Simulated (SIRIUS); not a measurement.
# BeS under changes of volume

One of the cells (14.546 Å³/atom); the others are scaled copies at fixed shape and fractional positions:

```
S Be
1.0
     0.00000    2.44106    2.44106
     2.44106    0.00000    2.44106
     2.44106    2.44106    0.00000
S Be
1 1
Cartesian
  3.6616 3.6616 3.6616
  0.0000 0.0000 0.0000
```

* Program: SIRIUS 7.12.0
* Functional: PBEsol
* Potentials or basis: PseudoDojo 0.4.1 PBEsol standard (scalar relativistic)
* Cutoff: 1202 eV
* Density cutoff: 4809 eV
* k mesh: 9 × 9 × 9
* Occupations: fermi-dirac, width 0.05 eV
* Spin: no spin polarisation

```csv
volume (Å³/atom),energy over the lowest point (meV/atom),pressure (GPa),gap on the mesh (eV)
13.405,?,?,?
13.690,4.40,3.6,2.94
13.975,0.00,1.4,2.98
14.546,2.03,-2.4,3.07
14.831,7.82,-4.1,3.11
15.116,16.39,-5.6,3.14
```

Question: What does the run at 13.405 Å³/atom give?

Answer: Energy over the lowest point 12.89 meV/atom; pressure 6.0 GPa; gap on the mesh 2.89 eV.

Worked out: A Birch-Murnaghan fit of order 3 (a polynomial in V^(-2/3)) to the other rows has its minimum at 14.17 Å³/atom with B0 = V·E''(V) = 97 GPa and B' = 3.8. It gives 12.90 meV/atom at 13.405 Å³/atom, against the run's 12.89, and -dE/dV = 6.0 GPa, against 6.0. A straight line through the other rows of the gap, of slope 2.07 eV per unit of ln V, extrapolates to 2.90 eV, against the run's 2.89.

Energies are extrapolated to zero smearing.

Caveats: an odd mesh through Γ misses points on the zone boundary, where band edges often lie.
